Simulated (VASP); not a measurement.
Set up this calculation in VASP 6.6.1, as the native input.

| Property | Result |
| --- | --- |
| Task | single point |
| Functional | PBEsol |
| Potentials or basis | VASP PAW PBE potentials, release 64 (Cd) |
| Cutoff | 520 eV |
| k mesh | 18 × 18 × 18 |
| Occupations | gaussian, width 0.15 eV |
| Spin | no spin polarisation |
| Dipole correction | no |
| Further INCAR settings | ALGO = Fast; EDIFF = 1e-06; NBANDS = 12 |

The structure of Cd lies in POSCAR:

```
Cd
1.0
   -1.7843220000      1.9013735232      1.9013735232
    1.7843220000     -1.6672704768      1.6672704768
    1.7843220000      1.6672704768     -1.6672704768
Cd
1
Direct
    0.0000000000      0.0000000000      0.0000000000
```

This isn't the form of Cd at room conditions, which is hcp.

The cell isn't the ideal one: strain +0.1312 x Voigt [0, 0, 0, 1, 0, 0], atoms carried along.

These files were run (other wordings do the same):

INCAR

```
SYSTEM = Cd
PREC = Accurate ; ENCUT = 520
EDIFF = 1E-6 ; ISMEAR = 0
SIGMA = 0.15 ; LREAL = .FALSE.
LASPH = .TRUE. ; NELM = 100
ALGO = Fast ; ISIF = 2
LWAVE = .FALSE. ; LCHARG = .TRUE.
GGA = PS ; LELF = .TRUE.
LVHAR = .TRUE. ; NBANDS = 12
```

KPOINTS

```
regular mesh
0
G
  18 18 18
  0 0 0
```

Potentials or basis: VASP PAW PBE potentials, release 64 (Cd).

Run with:

```console
$ cat potpaw_PBE.64/Cd/POTCAR > POTCAR
$ mpirun -np 1 vasp_std > vasp.out
```

Results of the run:

```yaml
Pressure: -1.8 GPa
Band_gap_on_the_k_mesh: none (metal or under the smearing width)
```

Caveat: the PAW data sets were made with another functional, which shifts forces and pressure a little.

Wall time 64 s on 1 thread of Intel(R) Xeon(R) 6975P-C (Granite Rapids), on a shared host, peak memory 0.32 GiB.
